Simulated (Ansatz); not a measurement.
Runs of Ansatz 0.2.0 on Al3Ni2. It takes space group P-3m1 (No. 164, trigonal). The conventional cell has a = 3.994 Å, b = 3.994 Å, c = 4.881 Å, α = 90.00°, β = 90.00°, γ = 120.00°. Ni (site symmetry 3m) is surrounded by 8 Al at 2.41 to 2.51 Å and 3 Ni at 2.71 Å. Around Al (site symmetry 3m) lie 5 Ni at 2.43 to 2.51 Å and 3 Al at 2.72 Å. Al (site symmetry -3m) is surrounded by 6 Ni at 2.41 Å. The cell comes from a database or a generator and needn't be the stable form of this composition.

| task | level | cell | cutoff (eV) | gap on the mesh (eV) | pressure (GPa) | moment (μB) | relaxed volume (Å³/atom) | largest force (eV/Å) |
| --- | --- | --- | --- | --- | --- | --- | --- | --- |
| relaxation of cell and atoms | PBEsol+D4 | relaxed | 420 | none | 0.0 | 0.00 | 13.25 | 0.01 |
| relaxation of cell and atoms | PBEsol+D3(BJ)+ATM | relaxed | 420 | none | 0.0 | 0.00 | 13.15 | - |
| relaxation of cell and atoms | PBEsol+D3(BJ) | relaxed | 420 | none | 0.0 | 0.00 | (a) | - |
| relaxation of cell and atoms | r2SCAN | relaxed | 500 | none | 0.0 | 0.00 | 13.51 | - |
| single point | PBEsol | as given | 420 | none | 0.0 | 0.00 | - | (b) |

Alike in all rows: potentials or basis Ansatz PAW; spin collinear, ferromagnetic start; k mesh 8 × 8 × 6; smearing fermi-dirac 0.05 eV.

Problem. Estimate the missing entries.

Solution. (a) 13.08; (b) 0.05.

Caveats: the PAW data sets come from PBE, with cores solved anew for the run's functional, which leaves a small shift of forces and pressure; the plane-wave basis is chosen anew once the cell has moved, so the energies of steps on either side of that aren't comparable (some runs); pairwise dispersion overbinds metals, which lowers pressure and volume (some runs); the magnetic or orbital state may not be the lowest (some runs).

A k mesh can miss the band edges.

A gap of «none» marks a metal or a gap under the smearing width.

Not every run made on this cell is shown here.
